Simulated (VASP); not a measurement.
# ThSeO: phonons from a supercell, part 4 of 4

How does the lattice of ThSeO vibrate? The start is a cell from a database of measured crystal structures.

VASP 6.6.1; PBEsol; plane waves and PAW (Th, Se, O).

So far. Step 2 (Relax the host): The run ended after 5 ionic steps, 0.082 eV below its first step, once the forces on the free atoms met EDIFFG = -0.02. Step 3 (Tight relaxation): The run ended after 5 ionic steps, 0.000 eV below its first step, once the forces on the free atoms met EDIFFG = -0.002.

## (5) Force constants in the supercell

System of this step: ThSeO. The cell holds 48 atoms: 16 Th, 16 Se and 16 O. Cell: a = 9.081 Å, b = 9.081 Å, c = 18.163 Å, α = 127.4°, β = 127.4°, γ = 77.6°. It derives from ThSeO.

Each independent atom is moved by 0.015 Å both ways; the forces give the force constants out to half the supercell.

INCAR reads:

```
SYSTEM = ThSeO
PREC = Accurate
ENCUT = 480
EDIFF = 1E-07
NELM = 120
ISMEAR = 0
SIGMA = 0.05
LREAL = Auto
ALGO = Fast
GGA = PS
NBANDS = 232
LASPH = .TRUE.
LWAVE = .FALSE.
LCHARG = .FALSE.
KPAR = 8
IBRION = 6
NSW = 1
NFREE = 2
POTIM = 0.015
ISIF = 0
ADDGRID = .TRUE.
```

POSCAR reads:

```
ThSeO
1.0
   -4.0247247937      4.0247247937      7.0764521757
    4.0247247937     -4.0247247937      7.0764521757
    8.0494495874      8.0494495874    -14.1529043514
Th Se O
16 16 16
Direct
    0.3434136167      0.0934136167      0.1250000000
    0.8434136167      0.5934136167      0.1250000000
    0.8434136167      0.0934136167      0.3750000000
    0.3434136167      0.5934136167      0.3750000000
    0.3434136167      0.0934136167      0.6250000000
    0.8434136167      0.5934136167      0.6250000000
    0.8434136167      0.0934136167      0.8750000000
    0.3434136167      0.5934136167      0.8750000000
    0.4065863833      0.6565863833      0.1250000000
    0.9065863833      0.1565863833      0.1250000000
    0.9065863833      0.6565863833      0.3750000000
    0.4065863833      0.1565863833      0.3750000000
    0.4065863833      0.6565863833      0.6250000000
    0.9065863833      0.1565863833      0.6250000000
    0.9065863833      0.6565863833      0.8750000000
    0.4065863833      0.1565863833      0.8750000000
    0.5683401323      0.3183401323      0.1250000000
    0.0683401323      0.8183401323      0.1250000000
    0.0683401323      0.3183401323      0.3750000000
    0.5683401323      0.8183401323      0.3750000000
    0.5683401323      0.3183401323      0.6250000000
    0.0683401323      0.8183401323      0.6250000000
    0.0683401323      0.3183401323      0.8750000000
    0.5683401323      0.8183401323      0.8750000000
    0.1816598677      0.4316598677      0.1250000000
    0.6816598677      0.9316598677      0.1250000000
    0.6816598677      0.4316598677      0.3750000000
    0.1816598677      0.9316598677      0.3750000000
    0.1816598677      0.4316598677      0.6250000000
    0.6816598677      0.9316598677      0.6250000000
    0.6816598677      0.4316598677      0.8750000000
    0.1816598677      0.9316598677      0.8750000000
    0.0000000000      0.0000000000      0.0000000000
    0.5000000000      0.5000000000      0.0000000000
    0.5000000000      0.0000000000      0.2500000000
    0.0000000000      0.5000000000      0.2500000000
    0.0000000000      0.0000000000      0.5000000000
    0.5000000000      0.5000000000      0.5000000000
    0.5000000000      0.0000000000      0.7500000000
    0.0000000000      0.5000000000      0.7500000000
    0.2500000000      0.2500000000      0.2500000000
    0.7500000000      0.7500000000      0.2500000000
    0.7500000000      0.2500000000      0.5000000000
    0.2500000000      0.7500000000      0.5000000000
    0.2500000000      0.2500000000      0.7500000000
    0.7500000000      0.7500000000      0.7500000000
    0.7500000000      0.2500000000      0.0000000000
    0.2500000000      0.7500000000      0.0000000000
```

KPOINTS reads:

```
Automatic mesh
0
Gamma
3 3 3
0 0 0
```

The projector-augmented-wave data sets are Th, Se and O (PBE family, release 64).

The run is started by

```bash
mpirun -np 8 vasp_std
```

Log:

```text
[banner, memory and clock lines left out]
running    8 mpi-ranks, on    1 nodes
[...]
[... a notice as in an earlier step ...]

 [... a notice as in an earlier step ...]

 LDA part: xc-table for (Slater+PW92), standard interpolation
 POSCAR, INCAR and KPOINTS ok, starting setup
[...]
entering main loop
       N       E                     dE             d eps       ncg     rms          rms(c)
DAV:   1     0.475021374834E+04    0.47502E+04   -0.15350E+05  3712   0.148E+03
DAV:   2     0.682791155072E+03   -0.40674E+04   -0.39538E+04  4440   0.413E+02
DAV:   3    -0.393674859014E+03   -0.10765E+04   -0.10566E+04  5360   0.182E+02
DAV:   4    -0.465801234708E+03   -0.72126E+02   -0.71727E+02  4784   0.596E+01
[...]
RMM:  21    -0.417386310500E+03    0.83818E-02   -0.51010E-02  5909   0.310E-01    0.768E-01
RMM:  22    -0.417386714156E+03   -0.40366E-03   -0.18557E-02  6038   0.179E-01    0.670E-01
RMM:  23    -0.417387107081E+03   -0.39292E-03   -0.41448E-03  6059   0.749E-02    0.719E-01
WARNING in EDDRMM: call to ZHEGV failed, returncode =   8  4     96
RMM:  24    -0.417387278636E+03   -0.17156E-03   -0.19911E-03  6390   0.506E-02    0.664E-01
WARNING in EDDRMM: call to ZHEGV failed, returncode =   6  3     94
WARNING in EDDRMM: call to ZHEGV failed, returncode =   8  4    101
RMM:  25    -0.417387398566E+03   -0.11993E-03   -0.14388E-03  6515   0.400E-02    0.681E-01
WARNING in EDDRMM: call to ZHEGV failed, returncode =   8  4     90
RMM:  26    -0.417387418108E+03   -0.19543E-04   -0.12616E-03  6125   0.507E-02    0.491E-01
RMM:  27    -0.417387469096E+03   -0.50987E-04   -0.82785E-04  5721   0.388E-02    0.321E-01
RMM:  28    -0.417387513373E+03   -0.44277E-04   -0.61819E-04  6088   0.282E-02    0.217E-01
WARNING in EDDRMM: call to ZHEGV failed, returncode =   6  3     81
WARNING in EDDRMM: call to ZHEGV failed, returncode =   8  4     82
WARNING in EDDRMM: call to ZHEGV failed, returncode =   6  3     89
RMM:  29    -0.417387549438E+03   -0.36065E-04   -0.47627E-04  6057   0.236E-02    0.139E-01
RMM:  30    -0.417387564301E+03   -0.14862E-04   -0.39826E-04  6223   0.240E-02    0.892E-02
WARNING in EDDRMM: call to ZHEGV failed, returncode =   6  3    112
WARNING in EDDRMM: call to ZHEGV failed, returncode =   8  4    111
RMM:  31    -0.417387590200E+03   -0.25899E-04   -0.32606E-04  6088   0.177E-02    0.710E-02
WARNING in EDDRMM: call to ZHEGV failed, returncode =   6  3     81
 num prob  num prob  num prob  num prob  num prob  num prob  num prob WARNING in EDDRMM: call to ZHEGV failed, returncode =   6  3    156
 num prob  num prob RMM:  32    -0.417387609404E+03   -0.19204E-04   -0.25452E-04  6014   0.147E-02    0.625E-02
 num prob RMM:  33    -0.417387626937E+03   -0.17533E-04   -0.23072E-04  6089   0.135E-02    0.546E-02
[...]
num prob  num prob  num prob  num prob  num prob  num prob  num prob  num prob  num prob  num prob  num prob  num prob  num prob  num prob  num prob  num prob  num prob  num prob  num prob  num prob  num prob  num prob  num prob  num prob  num prob  num prob  num prob  num prob  num prob  num prob  num prob  num prob  num prob  num prob  num prob  num prob  num prob  num prob  num prob  num prob  num prob  num prob  [...]
 num prob  num prob  num prob  num prob  num prob  num prob  num prob  num prob  num prob  num prob  num prob  num prob  num prob  num prob  num prob  num prob  num prob  num prob  num prob  num prob  num prob  num prob  num prob  num prob  num prob  num prob  num prob  num prob WARNING in EDDRMM: call to ZHEGV failed, returncode =   8  4    186
 num prob  num prob  num prob  num prob  num prob  num prob  num prob  num prob  num prob  num prob  num prob  num prob  num prob  num prob  num prob  num prob  num prob  num prob  num prob  num prob  num prob  num prob  num prob  num prob WARNING in EDDRMM: call to ZHEGV failed, returncode =   8  4    172
 num prob  num prob WARNING in EDDRMM: call to ZHEGV failed, returncode =   6  3    188
WARNING in EDDRMM: call to ZHEGV failed, returncode =   8  4    192
RMM:  18    -0.417386239406E+03   -0.34669E-05   -0.40885E-05  8993   0.884E-03    0.734E-03
 num prob  num prob  num prob  num prob  num prob  num prob  num prob  num prob  num prob  num prob  num prob  num prob  num prob  num prob  num prob  num prob  num prob  num prob  num prob  num prob  num prob  num prob  num prob  num prob  num prob  num prob  num prob  num prob  num prob  num prob  num prob  num prob  num prob  num prob  num prob  num prob  num prob  num prob  num prob  num prob  num prob  num prob  [...]
 num prob  num prob  num prob  num prob  num prob  num prob  num prob  num prob  num prob  num prob  num prob  num prob  num prob  num prob  num prob  num prob  num prob  num prob  num prob  num prob  num prob  num prob  num prob  num prob  num prob  num prob  num prob  num prob  num prob  num prob  num prob  num prob  num prob  num prob  num prob  num prob  num prob  num prob  num prob  num prob  num prob  num prob  [...]
 hard stop encountered!  aborting job ...
|                                                                             |
|           W    W    AA    RRRRR   N    N  II  N    N   GGGG   !!!           |
|           W    W   A  A   R    R  NN   N  II  NN   N  G    G  !!!           |
|           W    W  A    A  R    R  N N  N  II  N N  N  G       !!!           |
|           W WW W  AAAAAA  RRRRR   N  N N  II  N  N N  G  GGG   !            |
|           WW  WW  A    A  R   R   N   NN  II  N   NN  G    G                |
|           W    W  A    A  R    R  N    N  II  N    N   GGGG   !!!           |
|                                                                             |
|     The electronic self-consistency was not achieved in the given           |
|     number of steps (NELM). The forces and other quantities evaluated       |
|     might not be reliable so examine the results carefully. If you find     |
|     spurious results, we suggest increasing NELM, if you were close to      |
|     convergence or switching to a different ALGO or adjusting the           |
|     density mixing parameters otherwise.                                    |
|                                                                             |

 soft stop encountered!  aborting job ...
```

Elapsed: 3.3 h, on 8 MPI ranks of Intel Xeon Platinum 8375C at 2.90GHz (Ice Lake), shared host.

The run was stopped at its time limit, so it gives no result of its own.

## (6) Outcome

* result: none

In words: The session ends without its result: «force constants in the supercell» met its time limit.

[Lines on the potential files, build, host, timing and source positions are cut from VASP's logs without a mark.]

[Logs are printed without paths, hosts, clocks, repeated set-up lines and the standing remarks that a program may print on its own settings, such as how far it seeks lower states.]

[Hosts, paths, dates, database ids (printed as entryN), source tags and the programs' standing remarks are cut or masked in the printed files.]

[Runs that stopped without an error message from VASP are left out.]
